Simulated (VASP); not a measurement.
Input of a VASP 6.6.1 run:

File INCAR:

```
SYSTEM = Al2O3
PREC = Accurate
ENCUT = 520
EDIFF = 1E-6
ISMEAR = 0
SIGMA = 0.02
LREAL = Auto
LASPH = .TRUE.
NELM = 100
ALGO = Fast
ISIF = 2
LWAVE = .FALSE.
LCHARG = .FALSE.
GGA = PS
NBANDS = 49
```

The input KPOINTS:

```
regular mesh
0
G
  4 4 3
  0 0 0
```

The input POSCAR:

```
Al2O3
1.0
    5.2457690000      0.0614600000     -0.0340390000
    0.0550390000      5.1007810000      0.2043060000
   -0.0069150000      0.1492710000      6.3368500000
Al O
6 9
Direct
    0.5347712238      0.9209542714      0.8585632253
    0.6915832452      0.3696704717      0.0702960007
    0.4607013212      0.8189177712      0.3477625798
    0.6923398666      0.2913972118      0.5563791945
    0.0059558010      0.8884725869      0.0830245490
    0.1533577297      0.4413123325      0.8204506575
    0.1371753632      0.8157470534      0.3262134898
    0.2500375382      0.7553835456      0.9008461581
    0.0119923794      0.2379521735      0.0263008121
    0.5922951257      0.9541619946      0.5742891725
    0.4978377026      0.3054720336      0.8142998002
    0.0043432849      0.3457939355      0.6007579789
    0.5904435221      0.4877506699      0.3251964318
    0.6052308733      0.0245392952      0.1410681784
    0.7882004783      0.6821877735      0.9396023485
```

Potentials or basis: VASP PAW PBE potentials, release 64 (Al, O).

Command:

```bash
$ cat potpaw_PBE.64/Al/POTCAR potpaw_PBE.64/O/POTCAR > POTCAR
$ mpirun -np 1 vasp_std > vasp.out
```

Q: Predict the pressure.

A: 0.2 GPa.

Q: Predict the largest force.

A: 0.068 eV/Å.

Q: Estimate the band gap on the k mesh.

A: 3.31 eV, indirect (least direct gap 3.35 eV).

Stress tensor (GPa, compression positive):
```
 0.26  0.14  0.19
 0.14  0.08 -0.04
 0.19 -0.04  0.25
```

Caveat: the PAW data sets were made with another functional, which shifts forces and pressure a little. A hybrid or GW would open this gap; PBEsol tends to underestimate it.
